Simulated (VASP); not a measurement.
# CdTe (F-43m) in VASP: notebook

One crystal, CdTe, is run at these levels: PBE; tasks: dielectric tensor.

Program: VASP 6.6.1. These are calculated values, not measurements. Logs are shortened: lines on timing, memory, paths and dates and some standing lists are left out, and cuts for length are marked.

**The experiment to reproduce.**

A printed reference work, data compilation reports, for a bulk crystal of CdTe at 0 K: band gap 1.607 eV.

The results are compared with them further down.

## (1) Starting point

The structure is cubic, space group F-43m (No. 216). The conventional cell has a = 6.410 Å, b = 6.410 Å, c = 6.410 Å, α = 90.00°, β = 90.00°, γ = 90.00°. Te (site symmetry -43m) has 4 Cd at 2.78 Å as nearest neighbours. Cd (site symmetry -43m) has 4 Te at 2.78 Å as nearest neighbours.

## (2) Dielectric tensor, PBE

INCAR reads:

```
  PREC = Accurate
  ENCUT = 800
  EDIFF = 1E-8
  ISMEAR = 0
  SIGMA = 0.01
  LREAL = F
  LASPH = T
  NELM = 100
  ALGO = Normal
  ISIF = 2
  LWAVE = F
  LCHARG = F
  GGA = PE
  LEPSILON = T
```

KPOINTS reads:

```
Automatic mesh
0
Gamma
  13 13 13
```

POSCAR reads:

```
CdTe
1.0
    0.0000000000      3.2050000000      3.2050000000
    3.2050000000      0.0000000000      3.2050000000
    3.2050000000      3.2050000000      0.0000000000
Te Cd
1 1
Direct
    0.7500000000      0.7500000000      0.7500000000
    0.0000000000      0.0000000000      0.0000000000
```

Potentials or basis: VASP PAW PBE potentials, release 64 (Te, Cd).

Started as:

```console
$ cat potpaw_PBE.64/Te/POTCAR potpaw_PBE.64/Cd/POTCAR > POTCAR
$ mpirun -np 1 vasp_std > vasp.out
```

OUTCAR:

```text
PREC = Accurate
   ENCUT = 800
   EDIFF = 1E-8
   ISMEAR = 0
   LREAL = F
   LASPH = T
   NELM = 100
   ISIF = 2
   GGA = PE
   LEPSILON = T

 ion  position               nearest neighbor table
   1  0.750  0.750  0.750-   2 2.78   2 2.78   2 2.78   2 2.78
   2  0.000  0.000  0.000-   1 2.78   1 2.78   1 2.78   1 2.78

  LATTYP: Found a face centered cubic cell.
 ALAT       =     6.4100000000

  Lattice vectors:

 A1 = (   0.0000000000,   3.2050000000,   3.2050000000)
 A2 = (   3.2050000000,   0.0000000000,   3.2050000000)
 A3 = (   3.2050000000,   3.2050000000,   0.0000000000)

Analysis of symmetry for initial positions (statically):
=====================================================================
 Subroutine PRICEL returns:
 Original cell was already a primitive cell.

 Routine SETGRP: Setting up the symmetry group for a
 face centered cubic supercell.

 Subroutine GETGRP returns: Found 24 space group operations
 (whereof 24 operations were pure point group operations)
 out of a pool of 48 trial point group operations.

The static configuration has the point symmetry T_d .

Analysis of symmetry for dynamics (positions and initial velocities):
=====================================================================
 Subroutine PRICEL returns:
 Original cell was already a primitive cell.

 Routine SETGRP: Setting up the symmetry group for a
 face centered cubic supercell.

 Subroutine GETGRP returns: Found 24 space group operations
 (whereof 24 operations were pure point group operations)
 out of a pool of 48 trial point group operations.

The dynamic configuration has the point symmetry T_d .

 Subroutine INISYM returns: Found 24 space group operations
 (whereof 24 operations are pure point group operations),
 and found     1 'primitive' translations

----------------------------------------------------------------------------------------

                                     Primitive cell

  volume of cell :      65.8437

  direct lattice vectors                    reciprocal lattice vectors
     0.000000000  3.205000000  3.205000000    -0.156006240  0.156006240  0.156006240
     3.205000000  0.000000000  3.205000000     0.156006240 -0.156006240  0.156006240
     3.205000000  3.205000000  0.000000000     0.156006240  0.156006240 -0.156006240

  length of vectors
     4.532554467  4.532554467  4.532554467     0.270210734  0.270210734  0.270210734

  position of ions in fractional coordinates (direct lattice)
     0.750000000  0.750000000  0.750000000
     0.000000000  0.000000000  0.000000000

  ion indices of the primitive-cell ions
   primitive index   ion index
                 1           1
                 2           2

----------------------------------------------------------------------------------------

 KPOINTS: Automatic mesh

Automatic generation of k-mesh.
 Grid dimensions read from file:
 generate k-points for:   13   13   13

 Generating k-lattice:

  Cartesian coordinates                     Fractional coordinates (reciprocal lattice)
    -0.012000480  0.012000480  0.012000480     0.076923077  0.000000000  0.000000000
     0.012000480 -0.012000480  0.012000480     0.000000000  0.076923077  0.000000000
     0.012000480  0.012000480 -0.012000480     0.000000000  0.000000000  0.076923077

  Length of vectors
     0.020785441  0.020785441  0.020785441

  Shift w.r.t. Gamma in fractional coordinates (k-lattice)
     0.000000000  0.000000000  0.000000000

 Subroutine IBZKPT returns following result:
 ===========================================

 Found     84 irreducible k-points:

 Following reciprocal coordinates:
            Coordinates               Weight
  0.000000  0.000000  0.000000      1.000000
  0.076923  0.000000  0.000000      8.000000
[... 78 lines left out ...]
   NGX = 21   NGY = 21   NGZ = 21

--------------------------------------- Ionic step        1  -------------------------------------------

 number of electron      18.0000002 magnetization

 E-fermi :   2.7512     XC(G=0):  -8.7322

 val. band max:        2.6534712485   @ k =   0.0000   0.0000   0.0000
 cond. band min:       3.5274794799   @ k =   0.0000   0.0000   0.0000
 fundamental gap:      0.8740082315
 Fermi energy:         2.7511519066

 k-point     1 :       0.0000    0.0000    0.0000
  band No.  band energies     occupation
      1      -8.7151      2.00000
      2      -5.7533      2.00000
      3      -5.7533      2.00000
      4      -5.7533      2.00000
      5      -5.4674      2.00000
      6      -5.4674      2.00000
      7       2.6535      2.00000
      8       2.6535      2.00000
      9       2.6535      2.00000
     10       3.5275      0.00000
     11       7.2312      0.00000
     12       7.2312      0.00000
     13       7.2312      0.00000
[... 354 lines left out ...]
  band No.  band energies     occupation
      1      -8.2784      2.00000
      2      -5.6735      2.00000
      3      -5.6599      2.00000
      4      -5.4886      2.00000
      5      -5.4531      2.00000
      6      -5.1286      2.00000
      7      -1.5956      2.00000
      8       1.0966      2.00000
      9       1.5125      2.00000
     10       5.4233      0.00000
     11       7.3230      0.00000
     12       8.5718      0.00000
     13       9.0677      0.00000

 [... further k-points ...]

  FORCE on cell =-STRESS in cart. coord.  units (eV):
  Direction    XX          YY          ZZ          XY          YZ          ZX
  --------------------------------------------------------------------------------------
  -------------------------------------------------------------------------------------
  Total        1.8046884      1.8046884      1.8046884     -0.0000000      0.0000000     -0.0000000
  in kB       43.9135672     43.9135672     43.9135672     -0.0000000      0.0000000     -0.0000000
  external PRESSURE =      43.9135672 kB  Pullay stress =       0.0000000 kB

 VOLUME and BASIS-vectors are now :
 -----------------------------------------------------------------------------
  energy-cutoff  :      800.00
  volume of cell :       65.84
      direct lattice vectors                 reciprocal lattice vectors
     0.000000000  3.205000000  3.205000000    -0.156006240  0.156006240  0.156006240
     3.205000000  0.000000000  3.205000000     0.156006240 -0.156006240  0.156006240
     3.205000000  3.205000000  0.000000000     0.156006240  0.156006240 -0.156006240

 POSITION                                       TOTAL-FORCE (eV/Angst)
 -----------------------------------------------------------------------------------
      4.80750      4.80750      4.80750        -0.000000      0.000000     -0.000000
      0.00000      0.00000      0.00000         0.000000     -0.000000      0.000000
 -----------------------------------------------------------------------------------
    total drift:                                0.000000      0.000000      0.000000

  FREE ENERGIE OF THE ION-ELECTRON SYSTEM (eV)
  ---------------------------------------------------
  free  energy   TOTEN  =        -4.7276394149 eV

  energy  without entropy=       -4.7276394149  energy(sigma->0) =       -4.72763941

 HEAD OF MICROSCOPIC STATIC DIELECTRIC TENSOR (INDEPENDENT PARTICLE, excluding Hartree and local field effects)
 ------------------------------------------------------
           9.070447     0.000000     0.000000
           0.000000     9.070447     0.000000
           0.000000    -0.000000     9.070447
 ------------------------------------------------------

 Free energy of the ion-electron system (eV)
  ---------------------------------------------------
  ---------------------------------------------------
  free energy    TOTEN  =        -1.51950197 eV

  energy without entropy =       -1.51950197

------------------------ aborting loop because EDIFF is reached ----------------------------------------

--------------------------------------- Ionic step        2  -------------------------------------------

------------------------ aborting loop because EDIFF is reached ----------------------------------------

--------------------------------------- Ionic step        3  -------------------------------------------

 Free energy of the ion-electron system (eV)
  ---------------------------------------------------
  ---------------------------------------------------
  free energy    TOTEN  =        -1.51950419 eV

  energy without entropy =       -1.51950419

------------------------ aborting loop because EDIFF is reached ----------------------------------------

 PIEZOELECTRIC TENSOR FIELD DIRECTION 3  (e Angst)
 -----------------------------------------------------------------------------
    -0.00143  2.38392  0.00000           (  0.00000 -0.06465  0.00000)
     2.38392 -0.00143  0.00000           ( -0.06465  0.00000  0.00000)
     0.00000  0.00000 -0.00142           (  0.00000  0.00000  0.00000)

 PIEZOELECTRIC TENSOR FIELD DIRECTION 3  (C/m^2)
 -----------------------------------------------------------------------------
    -0.00035  0.58008  0.00000
     0.58008 -0.00035  0.00000
     0.00000  0.00000 -0.00035

 MACROSCOPIC STATIC DIELECTRIC TENSOR (including local field effects in DFT)
 ------------------------------------------------------
           8.668616    -0.000000     0.000000
           0.000000     8.668616    -0.000000
           0.000000     0.000000     8.668616
 ------------------------------------------------------

 PIEZOELECTRIC TENSOR (including local field effects)  for field in x, y, z        (e  Angst)
          XX          YY          ZZ          XY          YZ          ZX
  --------------------------------------------------------------------------------
  x    -0.00000     0.00000    -0.00000     0.00000     2.39474     0.00000
  y     0.00000     0.00000     0.00000     0.00000    -0.00000     2.39474
  z    -0.00000     0.00000     0.00000     2.39474     0.00000     0.00000

 PIEZOELECTRIC TENSOR (including local field effects)  for field in x, y, z        (C/m^2)
          XX          YY          ZZ          XY          YZ          ZX
  --------------------------------------------------------------------------------
  x    -0.00000     0.00000    -0.00000     0.00000     0.58271     0.00000
  y     0.00000     0.00000     0.00000     0.00000    -0.00000     0.58271
  z    -0.00000     0.00000     0.00000     0.58271     0.00000     0.00000

 BORN EFFECTIVE CHARGES (including local field effects) (in |e|, cummulative output)
 ---------------------------------------------------------------------------------
 ion    1
    1    -2.12204     0.00000     0.00000
    2    -0.00000    -2.12204    -0.00000
    3     0.00000    -0.00000    -2.12204
 ion    2
    1     2.12204     0.00000    -0.00000
    2     0.00000     2.12204     0.00000
    3    -0.00000     0.00000     2.12204
```

Run time: 60 min. Hardware: 1 thread of Intel Xeon Platinum 8488C (Sapphire Rapids), shared host; peak memory 1.4 GiB.

Results:

| Item | Value |
| --- | --- |
| Band gap on the k mesh | 0.87 eV, direct |
| Electronic dielectric tensor (diagonal) | 8.67 |
| Born charges (mean of the diagonal) | Te -2.12; Cd +2.12 e |

Levels at points of the mesh, in eV from the valence-band top:
```csv
k point,band 6,band 7,band 8,band 9,band 10,band 11,band 12,band 13
"(0.00, 0.00, 0.00)",-8.12,0.00,0.00,0.00,0.87,4.58,4.58,4.58
```

Electronic dielectric tensor:
```
8.67 0.00 0.00
0.00 8.67 0.00
0.00 0.00 8.67
```

Born effective charge tensors (e):
atom 1, Te
```
-2.12  0.00  0.00
 0.00 -2.12  0.00
 0.00  0.00 -2.12
```
atom 2, Cd
```
2.12 0.00 0.00
0.00 2.12 0.00
0.00 0.00 2.12
```

Caveat: spin-orbit coupling is left out, which moves the levels of the heavy elements.

(Part 1 of 2 ends here.)
